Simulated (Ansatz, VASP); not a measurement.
## Two plane-wave programs on Cu

```xyz
1
Lattice="0.0000 1.7819 1.7819 1.7819 0.0000 1.7819 1.7819 1.7819 0.0000" Properties=species:S:1:pos:R:3 pbc="T T T"
Cu    1.7819    1.7819    1.7819
```

Alike in both runs: functional PBEsol; k mesh 26 × 26 × 26; occupations gaussian, width 0.1 eV; no spin polarisation.

Ansatz relaxed the structure, and its values are those at the end. VASP's run is a single point on that final structure, the one shown.

```csv
,VASP,Ansatz
version,VASP 6.6.1,Ansatz 0.2.0
potentials or method,"VASP PAW PBE potentials, release 64 (Cu)","scalar-relativistic, plane waves, PAW"
plane-wave cutoff (eV),520,420
valence electrons in the cell,11,19
```

VASP gave:

| Property | Result |
| --- | --- |
| gap on the k mesh at the Fermi level (eV) | none |
| pressure (GPa) | 0.7 |

Q: What did Ansatz give for the same quantities?

A: gap on the k mesh at the Fermi level (eV): none; pressure (GPa): 0.0.

A gap of «none» marks a metal or a gap that the smearing closes. The two sets of potentials don't hold the same shells in valence.

Caveats: the PAW data sets were made with another functional, which shifts forces and pressure a little (VASP).
